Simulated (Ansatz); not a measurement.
# Se: the cost of one run

Program: Ansatz 0.2.0. Level of theory: DFT LDA, scalar-relativistic. These are calculated values, not measurements.

### 1 The system as given

Symmetry: P3_221, No. 154, trigonal system. The conventional cell has a = 4.355 Å, b = 4.355 Å, c = 4.949 Å, α = 90.00°, β = 90.00°, γ = 120.00°. Se (site symmetry 2) has 2 Se at 2.32 Å as nearest neighbours.

Coordinates:

```cif
data_structure
_symmetry_space_group_name_H-M 'P 1'
_symmetry_Int_Tables_number 1
_cell_length_a 4.3552
_cell_length_b 4.3552
_cell_length_c 4.9494
_cell_angle_alpha 90.000
_cell_angle_beta 90.000
_cell_angle_gamma 120.000
_cell_volume 81.30
loop_
_atom_site_label
_atom_site_type_symbol
_atom_site_fract_x
_atom_site_fract_y
_atom_site_fract_z
_atom_site_occupancy
Se1 Se 0.21700 0.00000 0.16667 1
Se2 Se 0.00000 0.21700 0.83333 1
Se3 Se 0.78300 0.78300 0.50000 1
```

Atoms are numbered in the order of the input: Se1, Se2, Se3.

### 2 After the deformation

Space group P3_221 before, P3_221 after.

### 3 LAPW, all electrons

The input, input.yaml:

```yaml
crystal:
  lattice:
    - [4.4858247679, 0.0, 0.0]
    - [-2.242912384, 3.884838206, 0.0]
    - [0.0, 0.0, 4.94945]
  atoms:
    - { symbol: Se, position: [0.217, 0.0, 0.1666666667] }
    - { symbol: Se, position: [0.0, 0.217, 0.8333333333] }
    - { symbol: Se, position: [0.783, 0.783, 0.5] }
kpoints:
  mp_grid: { grid: [8, 8, 6] }
  band_path:
    path:
      - [0.0, 0.0, 0.0]
      - [0.5, 0.0, 0.0]
      - [0.3333333333, 0.3333333333, 0.0]
      - [0.0, 0.0, 0.0]
      - [0.0, 0.0, 0.5]
      - [0.5, 0.0, 0.5]
      - [0.3333333333, 0.3333333333, 0.5]
      - [0.0, 0.0, 0.5]
      - [0.5, 0.0, 0.5]
    npoints: 5
scf:
  occupations: { method: fermi_dirac, width: 0.03 }
hamiltonian:
  xc: lda
  pseudopotentials: { kind: all_electron, lapw: { basis_error: 0.0005 } }
output:
  forces: true
  stress: true
  eigenvalues: true
```

Launch:

```console
> ansatz run input.yaml --threads 1 --pin off --max-ram 6144MiB --backend cpu --events-out ev --progress --plain --runs-dir out
```

Q: Estimate wall time and peak memory on 1 thread of Arm Neoverse V1, shared host.

About 2.1 min, with a peak of 0.5 GiB.
